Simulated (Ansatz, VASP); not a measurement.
## GaP in VASP and in Ansatz

The input INCAR:

```
SYSTEM = GaP
PREC = Accurate ; ENCUT = 600
EDIFF = 1E-6 ; ISMEAR = 0
SIGMA = 0.02 ; LREAL = .FALSE.
LASPH = .TRUE. ; NELM = 60
ALGO = Normal ; ISIF = 3
LWAVE = .FALSE. ; LCHARG = .FALSE.
GGA = CA ; IBRION = 2
NSW = 100 ; EDIFFG = -0.005
```

The input KPOINTS:

```
Automatic mesh
0
G
  8 8 8
  0 0 0
```

File POSCAR:

```
GaP
1.0
    0.0000000000      2.7252500000      2.7252500000
    2.7252500000      0.0000000000      2.7252500000
    2.7252500000      2.7252500000      0.0000000000
Ga P
1 1
Direct
    0.0000000000      0.0000000000      0.0000000000
    0.7500000000      0.7500000000      0.7500000000
```

Input for Ansatz:

```yaml
crystal:
  lattice:
    - [0.0, 2.72525, 2.72525]
    - [2.72525, 0.0, 2.72525]
    - [2.72525, 2.72525, 0.0]
  atoms:
    - { symbol: Ga, position: [0.0, 0.0, 0.0] }
    - { symbol: P, position: [0.75, 0.75, 0.75] }
basis:
  ecutwfc: 420
kpoints:
  mp_grid: { grid: [8, 8, 8] }
hamiltonian:
  xc: lda
scf:
  occupations: { method: gaussian, width: 0.02 }
output:
  forces: true
  stress: true
  eigenvalues: true
relax:
  adjacent_minimum: "off"
  f_tol: 0.005
  max_steps: 80
  cell: { stress_tol: 0.05 }
```

Alike in both runs: task relaxation of cell and atoms; functional LDA; k mesh 8 × 8 × 8; occupations gaussian, width 0.02 eV; no spin polarisation.

|  | VASP | Ansatz |
| --- | --- | --- |
| version | VASP 6.6.1 | Ansatz 0.2.0 |
| potentials or method | VASP PAW LDA potentials, release 64 (Ga_d, P) | scalar-relativistic, plane waves, PAW |
| plane-wave cutoff (eV) | 600 | 420 |
| valence electrons in the cell | 18 | 18 |

```tsv
	VASP	Ansatz	Ansatz less VASP
gap on the k mesh at the Fermi level, each at its own relaxed structure (eV)	1.43	1.43	-0.001
relaxed volume (Å³/atom)	19.61	19.59	-0.021
relaxed cell length with the largest relative difference (Å)	3.814	3.812	-0.0013
energy change over the relaxation (meV/atom)	-5	-6	-0.4
```

A k mesh can miss the band edges. LDA usually gives volumes a few per cent too small. Zero-point motion and thermal expansion aren't in these numbers.
